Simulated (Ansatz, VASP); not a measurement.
SnO in VASP and in Ansatz

```
Sn O
1.0
     3.81370    0.00000    0.00000
     0.00000    3.81370    0.00000
     0.00000    0.00000    4.88691
Sn O
2 2
Cartesian
  1.9068 0.0000 3.7367
  0.0000 1.9068 1.1503
  0.0000 0.0000 0.0000
  1.9068 1.9068 0.0000
```

Alike in both runs: functional PBEsol; k mesh 5 × 5 × 4; occupations fermi-dirac, width 0.05 eV; no spin polarisation.

|  | VASP | Ansatz |
| --- | --- | --- |
| version | VASP 6.6.1 | Ansatz 0.2.0 |
| potentials or method | VASP PAW PBE potentials, release 64 (Sn_d, O), cutoff 520 eV | all-electron LAPW, scalar-relativistic |
| task | single point | band structure |

Ansatz gave:

| Property | Result |
| --- | --- |
| gap on the k mesh at the Fermi level (eV) | 0.54 |
| least direct gap on the mesh (eV) | 2.03 |
| pressure (GPa) | -0.5 |
| largest component of the traceless stress (GPa) | 0.07 |
| rms of the force components (eV/Å) | 0.027 |

Problem. Estimate VASP's values.

Solution. gap on the k mesh at the Fermi level (eV): 0.55; least direct gap on the mesh (eV): 1.99; pressure (GPa): -0.3; largest component of the traceless stress (GPa): 0.07; rms of the force components (eV/Å): 0.063.

Atom by atom the forces differ by 0.036 eV/Å (rms over components). Ansatz ran all-electron here, so the differences hold the error of VASP's frozen core and of both bases.

Caveats: spin-orbit coupling is left out, which moves the levels of the heavy elements; the PAW data sets were made with another functional, which shifts forces and pressure a little (VASP); an odd mesh through Γ misses points on the zone boundary, where band edges often lie (VASP). PBEsol gaps usually lie below the measured ones, often by a third to a half.
